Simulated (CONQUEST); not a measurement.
The system is CdSe (Cadmoselite).

```
Cd Se
1.0
     4.30000    0.00000    0.00000
     0.00000    7.02000    0.00000
     0.00000    0.00000    7.44782
Cd Se
4 4
Direct
  0.49778 0.50014 0.83364
  0.99778 0.50014 0.33364
  0.01038 0.00047 0.66954
  0.51038 0.00047 0.16954
  0.49039 0.87992 0.83707
  0.99039 0.87992 0.33707
  0.49866 0.38410 0.16364
  0.99866 0.38410 0.66364
```

The cell isn't the ideal one: atoms moved at random, drawn with an rms of 0.05 Å.

Base run:

```yaml
Program: CONQUEST 1.3
Functional: PBE
Potentials_or_basis: PseudoDojo NC PBE, DZP, multi-site functions of range 3 bohr, grid cutoff 120 Ha
k_mesh: 6 × 4 × 4
Occupations: fermi-dirac, width 0.05 eV
Spin: no spin polarisation
```

Its results: band gap on the k mesh 0.50 eV; pressure 3.4 GPa; largest force 0.618 eV/Å.

**Question.** The run is repeated on the same cell with these changes: potentials or basis from PseudoDojo NC PBE, DZP, multi-site functions of range 3 bohr, grid cutoff 120 Ha to PseudoDojo NC PBE, DZP, grid cutoff 200 Ha. What comes out?

**Answer.** Band gap on the k mesh 0.85 eV; pressure 3.9 GPa; largest force 0.586 eV/Å.

Caveats: the basis of atomic orbitals isn't converged, which shifts pressures, moduli and gaps; multi-site functions contract the basis, which raises the energy a little and makes forces and stress less exact (some runs); the box holds several primitive cells, so bands are folded and the points are those of the box's own zone (some runs).

A k mesh can miss the band edges.
